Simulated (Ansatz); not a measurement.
This WS₂ structure is the end of a relaxation. It was relaxed at this level from a cell as deposited in COD.

Method: Ansatz, DFT PBE, scalar-relativistic, plane waves, PAW. Cutoff 420 eV, Γ-centred mesh, Gaussian smearing, no spin polarisation.

```xyz
3
Lattice="1.5938 0.9202 7.4104 -1.5938 0.9202 7.4104 0.0000 -1.8404 7.4104" Properties=species:S:1:pos:R:3 pbc="T T T"
W     0.0000    0.0000    0.0151
S     0.0000    0.0000    5.8546
S     0.0000    0.0000    8.9964
```

Energies over the elements count from the elements' standard structures at the same level, with no fitted energy shifts.

(1) What space group does it have?

(2) How far does it lie from the elements in energy?

(3) Is it a metal?

Answers

(1) R3m (No. 160), the 3R molybdenite type. Conventional cell: a = 3.188 Å, c = 22.231 Å. W has 6 S at 2.42 Å; S on its first site has 3 W at 2.42 Å; S on its second site has 3 W at 2.42 Å.

(2) −0.832 eV/atom. It lies below the elements, which doesn't yet make it stable against other compounds or structures.

(3) No, the gap on the 12×12×12 mesh is 1.62 eV.

The last run used a 12×12×12 mesh for its 3-atom cell and Gaussian smearing of 0.02 eV. No dispersion correction is applied, so the spacing and binding between layers, chains or molecules are poorly described. Spin–orbit coupling, which can matter for W, is left out. Kohn–Sham gaps at this level usually fall short of measured ones. The reference form of S is held partly by dispersion forces, which this level lacks. A structure relaxed within its symmetry needn't be a true minimum.
